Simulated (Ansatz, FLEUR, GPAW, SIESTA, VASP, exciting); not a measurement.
**One calculation of TiC, 7 ways**

```
Ti C
1.0
     0.00000    2.16572    2.16572
     2.16572    0.00000    2.16572
     2.16572    2.16572    0.00000
Ti C
1 1
Direct
  0.00000 0.00000 0.00000
  0.50000 0.50000 0.50000
```

The cell is a database's computed one, not the measured one.

Alike in all runs: task equation of state; functional PBEsol; k mesh 11 × 11 × 11; occupations fermi-dirac, width 0.05 eV; no spin polarisation; no spin-orbit coupling.

```
                                                                                      program and potentials  plane-wave cutoff (eV)                                                 notes  equilibrium volume (Å³/atom)  bulk modulus (GPa)
                                                                                          Ansatz, Ansatz PAW                     420  potentials made for PBE, which Ansatz adapts in part                          9.89               267.6
                                                                        VASP, PBE PAW files C, Ti_sv, 520 eV                     520                               potentials made for PBE                          9.91               265.6
                                                           GPAW, PAW data sets generated for this functional                     800                                                     -                          9.95               267.7
SIESTA, files PseudoDojo sr-pbesol-0.4.1-standard, DZP (energy shift 0.003 Ry; two zetas on semicore shells)                       -                                          atomic basis                          9.94               268.2
                             exciting, all-electron LAPW+lo, shipped species files, valence relativity iora*                       -                                                     -                          9.90               268.1
                                                              Ansatz, all-electron LAPW, scalar-relativistic                       -                                                     -                          9.89               267.9
                                                                                  FLEUR, all-electron, FLAPW                       -                                                     -                          9.89               267.9
```

The equilibrium volume spans 9.89 (FLEUR, all-electron, FLAPW) to 9.95 Å³/atom (GPAW, PAW data sets generated for this functional), with all-electron results at 9.89 to 9.90. The bulk modulus spans 265.6 (VASP, PBE PAW files C, Ti_sv, 520 eV) to 268.2 GPa (SIESTA, files PseudoDojo sr-pbesol-0.4.1-standard, DZP (energy shift 0.003 Ry; two zetas on semicore shells)), with all-electron results at 267.9 to 268.1. Rows in atomic bases carry the error of their basis and grid, which can be large.

The functional is the same throughout but for its coding, so the spread measures potentials, basis and numerics; runs on potential files found faulty are left out.

All seven calculations describe the same compact, stiff carbide. Its stiffness comes from strong covalent overlap between Ti 3d and C 2p states, reinforced by ionic attraction. The valence electrons essentially fill the bonding states and leave the antibonding ones largely empty, so compression meets strong resistance.

The small differences between rows don't follow the usual rule that a larger volume means a softer solid: SIESTA gives the highest bulk modulus at 9.94 Å³/atom, while VASP gives the lowest at 9.91 Å³/atom. They therefore probably reflect how each potential or basis shapes the energy curve, not a change in bonding. Nor does matching the potential to the functional decide the volume: Ansatz PAW reproduces the all-electron 9.89 Å³/atom, whereas GPAW, with matched data sets, lies furthest away.

The close all-electron agreement supports a well-defined PBEsol result for ideal, stoichiometric TiC, but real samples are commonly carbon-deficient, and the effect of vacancies on volume and stiffness isn't addressed here.
